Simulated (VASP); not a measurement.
# Si (Fd-3m) in VASP: single point with PBEsol

Aim: the single point of Si with PBEsol.

Program: VASP 6.6.1. These are calculated values, not measurements. Logs are shortened: lines on timing, memory, paths and dates and some standing lists are left out, and cuts for length are marked.

### 1 Starting point

It takes space group Fd-3m (No. 227, cubic). The conventional cell has a = 5.436 Å, b = 5.436 Å, c = 5.436 Å, α = 90.00°, β = 90.00°, γ = 90.00°. Si (site symmetry -43m) is surrounded by 4 Si at 2.35 Å.

### 2 Single point, PBEsol

Input file INCAR:

```
SYSTEM = Si
PREC = Accurate ; ENCUT = 400
EDIFF = 1E-6 ; ISMEAR = 0
SIGMA = 0.02 ; LREAL = .False.
LASPH = .True. ; NELM = 60
ALGO = Normal ; ISIF = 2
LWAVE = .False. ; LCHARG = .False.
GGA = PS ; NBANDS = 46
```

Input file KPOINTS:

```
Automatic mesh
0
Gamma
  6 6 3
  0 0 0
```

Input file POSCAR:

```
Si
1.0
    5.4356200000      0.0000000000      0.0000000000
    0.0000000000      5.4356200000      0.0000000000
    0.0000000000      0.0000000000     10.8712400000
Si
16
Direct
    0.0000000000      0.0000000000      0.0000000000
    0.0000000000      0.5000000000      0.2500000000
    0.5000000000      0.0000000000      0.2500000000
    0.5000000000      0.5000000000      0.0000000000
    0.2500000000      0.2500000000      0.1250000000
    0.2500000000      0.7500000000      0.3750000000
    0.7500000000      0.2500000000      0.3750000000
    0.7500000000      0.7500000000      0.1250000000
    0.0000000000      0.0000000000      0.5000000000
    0.0000000000      0.5000000000      0.7500000000
    0.5000000000      0.0000000000      0.7500000000
    0.5000000000      0.5000000000      0.5000000000
    0.2500000000      0.2500000000      0.6250000000
    0.2500000000      0.7500000000      0.8750000000
    0.7500000000      0.2500000000      0.8750000000
    0.7500000000      0.7500000000      0.6250000000
```

Potentials or basis: VASP PAW PBE potentials, release 64 (Si).

The run is started by

```console
$ cat potpaw_PBE.64/Si/POTCAR > POTCAR
$ mpirun -np 1 vasp_std > vasp.out
```

OUTCAR:

```text
SYSTEM = Si
   PREC = Accurate
   ENCUT = 400
   EDIFF = 1E-6
   ISMEAR = 0
   LREAL = .False.
   LASPH = .True.
   NELM = 60
   ISIF = 2
   GGA = PS

 ion  position               nearest neighbor table
   1  0.000  0.000  0.000-   5 2.35   8 2.35  14 2.35  15 2.35
   2  0.000  0.500  0.250-   5 2.35   6 2.35   7 2.35   8 2.35
   3  0.500  0.000  0.250-   5 2.35   6 2.35   7 2.35   8 2.35
   4  0.500  0.500  0.000-   5 2.35   8 2.35  14 2.35  15 2.35
   5  0.250  0.250  0.125-   1 2.35   2 2.35   3 2.35   4 2.35
   6  0.250  0.750  0.375-   2 2.35   3 2.35   9 2.35  12 2.35
[... 8 lines left out ...]
  15  0.750  0.250  0.875-   1 2.35   4 2.35  10 2.35  11 2.35
  16  0.750  0.750  0.625-   9 2.35  10 2.35  11 2.35  12 2.35

  LATTYP: Found a simple tetragonal cell.
 ALAT       =     5.4356200000
 C/A-ratio  =     2.0000000000

  Lattice vectors:

 A1 = (   5.4356200000,   0.0000000000,   0.0000000000)
 A2 = (   0.0000000000,   5.4356200000,   0.0000000000)
 A3 = (   0.0000000000,   0.0000000000,  10.8712400000)

Analysis of symmetry for initial positions (statically):
=====================================================================
 Subroutine PRICEL returns following result:

  LATTYP: Found a face centered cubic cell.
 ALAT       =     5.4356200000

  Lattice vectors:

 A1 = (   2.7178100000,  -2.7178100000,   0.0000000000)
 A2 = (   2.7178100000,   0.0000000000,   2.7178100000)
 A3 = (   0.0000000000,  -2.7178100000,   2.7178100000)

   8 primitive cells build up your supercell.

 Routine SETGRP: Setting up the symmetry group for a
 simple tetragonal supercell.

 Subroutine GETGRP returns: Found 16 space group operations
 (whereof  8 operations were pure point group operations)
 out of a pool of 16 trial point group operations.

The static configuration has the point symmetry D_2d.
 The point group associated with its full space group is D_4h.

Analysis of symmetry for dynamics (positions and initial velocities):
=====================================================================
 Subroutine PRICEL returns following result:

  LATTYP: Found a face centered cubic cell.
 ALAT       =     5.4356200000

  Lattice vectors:

 A1 = (   2.7178100000,  -2.7178100000,   0.0000000000)
 A2 = (   2.7178100000,   0.0000000000,   2.7178100000)
 A3 = (   0.0000000000,  -2.7178100000,   2.7178100000)

   8 primitive cells build up your supercell.

 Routine SETGRP: Setting up the symmetry group for a
 simple tetragonal supercell.

 Subroutine GETGRP returns: Found 16 space group operations
 (whereof  8 operations were pure point group operations)
 out of a pool of 16 trial point group operations.

The dynamic configuration has the point symmetry D_2d.
 The point group associated with its full space group is D_4h.

 Subroutine INISYM returns: Found 16 space group operations
 (whereof  8 operations are pure point group operations),
 and found     8 'primitive' translations

----------------------------------------------------------------------------------------

                                     Primitive cell

  volume of cell :      40.1502

  direct lattice vectors                    reciprocal lattice vectors
     2.717810000 -2.717810000  0.000000000     0.183971654 -0.183971654 -0.183971654
     2.717810000  0.000000000  2.717810000     0.183971654  0.183971654  0.183971654
     0.000000000 -2.717810000  2.717810000    -0.183971654 -0.183971654  0.183971654

  length of vectors
     3.843563762  3.843563762  3.843563762     0.318648251  0.318648251  0.318648251

  position of ions in fractional coordinates (direct lattice)
     0.000000000  0.000000000  0.000000000
     0.750000000  0.750000000  0.750000000

  ion indices of the primitive-cell ions
   primitive index   ion index
                 1           1
                 2           5

----------------------------------------------------------------------------------------

 KPOINTS: Automatic mesh

Automatic generation of k-mesh.
 Grid dimensions read from file:
 generate k-points for:    6    6    3

 Generating k-lattice:

  Cartesian coordinates                     Fractional coordinates (reciprocal lattice)
     0.030661942  0.000000000  0.000000000     0.166666667  0.000000000  0.000000000
     0.000000000  0.030661942  0.000000000     0.000000000  0.166666667  0.000000000
     0.000000000  0.000000000  0.030661942     0.000000000  0.000000000  0.333333333

  Length of vectors
     0.030661942  0.030661942  0.030661942

  Shift w.r.t. Gamma in fractional coordinates (k-lattice)
     0.000000000  0.000000000  0.000000000

 Subroutine IBZKPT returns following result:
 ===========================================

 Found     20 irreducible k-points:

 Following reciprocal coordinates:
            Coordinates               Weight
  0.000000  0.000000  0.000000      1.000000
  0.166667  0.000000  0.000000      4.000000
  0.333333  0.000000  0.000000      4.000000
  0.500000  0.000000  0.000000      2.000000
  0.166667  0.166667  0.000000      4.000000
  0.333333  0.166667  0.000000      8.000000
[... 12 lines left out ...]
  0.500000  0.333333  0.333333      8.000000
  0.500000  0.500000  0.333333      2.000000
   k-points           NKPTS =     20   k-points in BZ     NKDIM =     20   number of bands    NBANDS=     46
   number of dos      NEDOS =    301   number of ions     NIONS =     16
   total plane-waves  NPLWV =  93312
   dimension x,y,z NGX =    36 NGY =   36 NGZ =   72
   dimension x,y,z NGXF=    72 NGYF=   72 NGZF=  144
   ions per type =              16
   NGX,Y,Z   is equivalent  to a cutoff of  11.01, 11.01, 11.01 a.u.
   NGXF,Y,Z  is equivalent  to a cutoff of  22.02, 22.02, 22.02 a.u.
 SYSTEM =  Si
   PREC   = accura    normal or accurate (medium, high low for compatibility)
   ISTART =      0    job   : 0-new  1-cont  2-samecut
   ICHARG =      2    charge: 1-file 2-atom 10-const
   ISPIN  =      1    spin polarized calculation?
   LNONCOLLINEAR =      F non collinear calculations
   LSORBIT =      F    spin-orbit coupling
   LASPH  =      T    aspherical Exc in radial PAW
   ENCUT  =  400.0 eV  29.40 Ry    5.42 a.u.   8.86  8.86 17.73*2*pi/ulx,y,z
   NELM   =     60;   NELMIN=  2; NELMDL= -5     # of ELM steps
   EDIFF  = 0.1E-05   stopping-criterion for ELM
   LREAL  =      F    real-space projection
   EDIFFG = 0.1E-04   stopping-criterion for IOM
   NSW    =      0    number of steps for IOM
   IBRION =     -1    ionic relax: 0-MD 1-quasi-New 2-CG
   NFREE  =      0    steps in history (QN), initial steepest desc. (CG)
   ISIF   =      2    stress and relaxation
   ISYM   =      2    0-nonsym 1-usesym 2-fastsym
   POTIM  = 0.5000    time-step for ionic-motion
   TEBEG  =    0.0;   TEEND  =   0.0 temperature during run
   PSTRESS=    0.0 pullay stress
   NELECT =      64.0000    total number of electrons
   NUPDOWN=      -1.0000    fix difference up-down
   EMIN   =  10.00;   EMAX   =-10.00  energy-range for DOS
   EFERMI =   0.00;   METHOD = LEGACY
   ISMEAR =     0;   SIGMA  =   0.02  broadening in eV -4-tet -1-fermi 0-gaus
   EFERMI_NEDOS =   21; number of points for ismear=-14 and -15
   IALGO  =     38    algorithm
   IMIX   =      4    mixing-type and parameters
     AMIX     =   0.40;   BMIX     =  1.00
     AMIX_MAG =   1.60;   BMIX_MAG =  1.00
  volume/ion in A,a.u.               =      20.08       135.47
  Fermi-wavevector in a.u.,A,eV,Ry     =   0.956186  1.806930 12.439695  0.914292
  Thomas-Fermi vector in A             =   2.085091
   LORBIT       =      0    0 simple, 1 ext, 2 COOP (PROOUT), +10 PAW based schemes
   GGA     = PS    functional components
   LHFCALC =     F    Hartree Fock is set to
   AEXX    =    0.0000 exact exchange contribution
   IVDW    =     0    specifies the selected vdW correction
   LEPSILON=     F    determine dielectric tensor
   LRPA    =     F    only Hartree local field effects (RPA)
 non-spin polarized calculation
 Gauss-broadening in eV      SIGMA  =   0.02
  energy-cutoff  :      400.00
  volume of cell :      321.20
 maximum number of plane-waves:      5874
 NGX is ok and might be reduce to    36
   NGX = 17   NGY = 17   NGZ = 35

 number of electron      63.9999986 magnetization

 Free energy of the ion-electron system (eV)
  ---------------------------------------------------
  ext. energy  EPLUGINS =         0.00000000
  ---------------------------------------------------
  free energy    TOTEN  =       -91.94693158 eV

  energy without entropy =      -91.94693158  energy(sigma->0) =      -91.94693158

 E-fermi :   5.8926     XC(G=0):  -9.5433

 val. band max:        5.7626002326   @ k =   0.0000   0.0000   0.0000
 cond. band min:       6.2240894974   @ k =   0.1667   0.0000   0.0000
 fundamental gap:      0.4614892648
 Fermi energy:         5.8926397156

 k-point     1 :       0.0000    0.0000    0.0000
  band No.  band energies     occupation
      1      -6.2092      2.00000
      2      -5.1256      2.00000
      3      -5.1256      2.00000
      4      -2.0582      2.00000
      5      -2.0582      2.00000
      6      -2.0582      2.00000
[... 36 lines left out ...]
     43       8.2791      0.00000
     44       8.7882      0.00000

 k-point     2 :       0.1667    0.0000    0.0000
  band No.  band energies     occupation
      1      -6.0875      2.00000
      2      -5.0147      2.00000
      3      -5.0147      2.00000
      4      -3.2708      2.00000
      5      -2.6815      2.00000
      6      -2.6815      2.00000
[... 36 lines left out ...]
     43       8.8634      0.00000
     44       8.9985      0.00000

 k-point     3 :       0.3333    0.0000    0.0000
  band No.  band energies     occupation
      1      -5.7244      2.00000
      2      -4.6872      2.00000
      3      -4.6872      2.00000
      4      -4.3020      2.00000
      5      -3.4697      2.00000
      6      -3.4697      2.00000
[... 788 lines left out ...]
     43       8.9570      0.00000
     44       8.9570      0.00000

 k-point    20 :       0.5000    0.5000    0.3333
  band No.  band energies     occupation
      1      -4.0970      2.00000
      2      -4.0970      2.00000
      3      -4.0970      2.00000
      4      -4.0970      2.00000
      5      -3.9519      2.00000
      6      -3.9519      2.00000
[... 36 lines left out ...]
     43       9.0707      0.00000
     44       9.0710      0.00000
 [bands above 44 left out]

------------------------ aborting loop because EDIFF is reached ----------------------------------------

  FORCE on cell =-STRESS in cart. coord.  units (eV):
  Direction    XX          YY          ZZ          XY          YZ          ZX
  --------------------------------------------------------------------------------------
  -------------------------------------------------------------------------------------
  Total       -0.0036244     -0.0036244     -0.0035790      0.0000000      0.0000000      0.0000000
  in kB       -0.0180787     -0.0180787     -0.0178521      0.0000000      0.0000000      0.0000000
  external PRESSURE =      -0.0180032 kB  Pullay stress =       0.0000000 kB

 VOLUME and BASIS-vectors are now :
 -----------------------------------------------------------------------------
  energy-cutoff  :      400.00
  volume of cell :      321.20
      direct lattice vectors                 reciprocal lattice vectors
     5.435620000  0.000000000  0.000000000     0.183971654  0.000000000  0.000000000
     0.000000000  5.435620000  0.000000000     0.000000000  0.183971654  0.000000000
     0.000000000  0.000000000 10.871240000     0.000000000  0.000000000  0.091985827

 POSITION                                       TOTAL-FORCE (eV/Angst)
 -----------------------------------------------------------------------------------
      0.00000      0.00000      0.00000        -0.000000     -0.000000     -0.000000
      0.00000      2.71781      2.71781         0.000000     -0.000000     -0.000000
      2.71781      0.00000      2.71781        -0.000000     -0.000000      0.000000
      2.71781      2.71781      0.00000        -0.000000     -0.000000     -0.000000
      1.35891      1.35891      1.35891         0.000000      0.000000      0.000000
      1.35891      4.07672      4.07672         0.000000      0.000000     -0.000000
[... 8 lines left out ...]
      4.07672      1.35891      9.51234         0.000000      0.000000     -0.000000
      4.07672      4.07672      6.79453         0.000000      0.000000      0.000000
 -----------------------------------------------------------------------------------
    total drift:                               -0.000000      0.000000     -0.000000

  FREE ENERGIE OF THE ION-ELECTRON SYSTEM (eV)
  ---------------------------------------------------
  free  energy   TOTEN  =       -91.9469315775 eV

  energy  without entropy=      -91.9469315775  energy(sigma->0) =      -91.94693158
```

It took 2.1 min on 1 thread of Intel Xeon Platinum 8259CL at 2.50GHz (Skylake/Cascade Lake), shared host; peak memory 0.36 GiB.

What came out:

```yaml
Free_energy: -91.9469 eV
Pressure: 0.0 GPa
Band_gap_on_the_k_mesh: 0.46 eV
```

Levels at points of the mesh, in eV from the valence-band top:
```tsv
k point	band 29	band 30	band 31	band 32	band 33	band 34	band 35	band 36
(0.00, 0.00, 0.00)	-1.90	0.00	0.00	0.00	0.59	0.59	0.59	0.59
(0.50, 0.00, 0.00)	-1.33	-1.33	-1.33	-1.33	1.04	1.04	2.36	2.36
(0.50, 0.50, 0.00)	-1.20	-1.20	-1.20	-1.20	1.46	1.46	1.46	1.46
```

Caveat: the PAW data sets were made with another functional, which shifts forces and pressure a little; an odd mesh through Γ misses points on the zone boundary, where band edges often lie. PBEsol gaps usually lie below the measured ones, often by a third to a half.
